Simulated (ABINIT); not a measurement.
Crystal: Sb.

```
Sb
1.0
     6.09448    0.00000    0.00000
     0.00000    6.09448    0.00000
     0.00000    0.00000    2.98320
Sb
3
Direct
  0.00000 0.00000 0.00000
  0.00000 0.50000 0.00000
  0.50000 0.00000 0.00000
```

The cell was built by a generator and needn't be a form met in nature.

```yaml
Program: ABINIT 10.8.3 (patched build)
Task: single point
Functional: PBE
Potentials_or_basis: JTH PAW PBE v2.0
Cutoff: 435 eV
k_mesh: 5 × 5 × 9
Occupations: fermi-dirac, width 0.05 eV
Spin: no spin polarisation
```

On this cell: pressure 0.3 GPa; largest force under 0.003 eV/Å; band gap on the k mesh none (metal or under the smearing width).

The same run follows on a disturbed copy (atoms moved at random, drawn with an rms of 0.05 Å):

```
Sb
1.0
     6.09448    0.00000    0.00000
     0.00000    6.09448    0.00000
     0.00000    0.00000    2.98320
Sb
3
Direct
  0.99908 0.99299 0.99518
  0.00438 0.50051 0.00900
  0.50603 0.00255 0.98296
```

**Question.** What changes?

**Answer.** The energy (extrapolated to zero smearing) moves by +0.4 meV/atom; pressure 0.3 GPa; largest force 0.070 eV/Å; band gap on the k mesh none (metal or under the smearing width).

Forces in eV/Å, atoms in the order of the input:
```
Sb   0.025  0.009 -0.001
Sb   0.027 -0.052 -0.018
Sb  -0.052  0.042  0.019
```

Stress tensor (GPa, compression positive):
```
-0.77  0.00 -0.01
 0.00 -0.75  0.01
-0.01  0.01  2.52
```
